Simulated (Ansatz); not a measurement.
# B: the cost of one run

Program: Ansatz 0.2.0. Level of theory: DFT PBE, scalar-relativistic, plane waves, PAW. These are calculated values, not measurements.

### Step 1. The starting structure

Symmetry: R-3m, No. 166, trigonal system. Conventional cell: a = 3.968 Å, b = 3.968 Å, c = 9.689 Å, α = 90.00°, β = 90.00°, γ = 120.00°. B (site symmetry 2/m) has 8 B at 1.94 to 1.98 Å in its first shell of neighbours. Around B (site symmetry 3m) lie 1 B at 1.66 Å. B (site symmetry -3m) has 2 B at 1.66 Å in its first shell of neighbours.

As a file:

```xyz
6
Lattice="1.9841 1.1455 3.2295 -1.9841 1.1455 3.2295 0.0000 -2.2910 3.2295" Properties=species:S:1:pos:R:3 pbc="T T T"
B     0.0000    1.1455    3.2295
B    -0.9920   -0.5727    3.2295
B     0.9920   -0.5727    3.2295
B     0.0000    0.0000    1.6585
B     0.0000    0.0000    8.0301
B     0.0000    0.0000    0.0000
```

The cell is invented: random cell by space group and Wyckoff sites (R-3m, No. 166). Its size is a rough estimate.

### Step 2. The guess as it stands, on a coarse mesh

The input, input.yaml:

```yaml
crystal:
  lattice:
    - [1.98406347, 1.14549958, 3.22953353]
    - [-1.98406347, 1.14549958, 3.22953353]
    - [0.0, -2.29099916, 3.22953353]
  atoms:
    - { symbol: B, position: [0.5, 0.5, 0.0] }
    - { symbol: B, position: [0.0, 0.5, 0.5] }
    - { symbol: B, position: [0.5, 0.0, 0.5] }
    - { symbol: B, position: [0.17118321, 0.17118321, 0.17118321] }
    - { symbol: B, position: [0.82881679, 0.82881679, 0.82881679] }
    - { symbol: B, position: [0.0, 0.0, 0.0] }
basis:
  ecutwfc: 420
kpoints:
  mp_grid: { grid: [6, 6, 6] }
hamiltonian:
  xc: pbe
scf:
  occupations: { method: gaussian, width: 0.1 }
  lower_state_search: "off"
output:
  forces: true
  stress: true
  eigenvalues: true
```

The run is started by

```bash
$ ansatz run input.yaml --threads 1 --pin off --max-ram 2560MiB --backend cpu --events-out ev --progress --plain --runs-dir out
```

Q: Estimate wall time and peak memory on 1 thread of Intel Xeon at 2.50GHz (Skylake/Cascade Lake), shared host.

About 2.5 s, with a peak of 0.32 GiB.
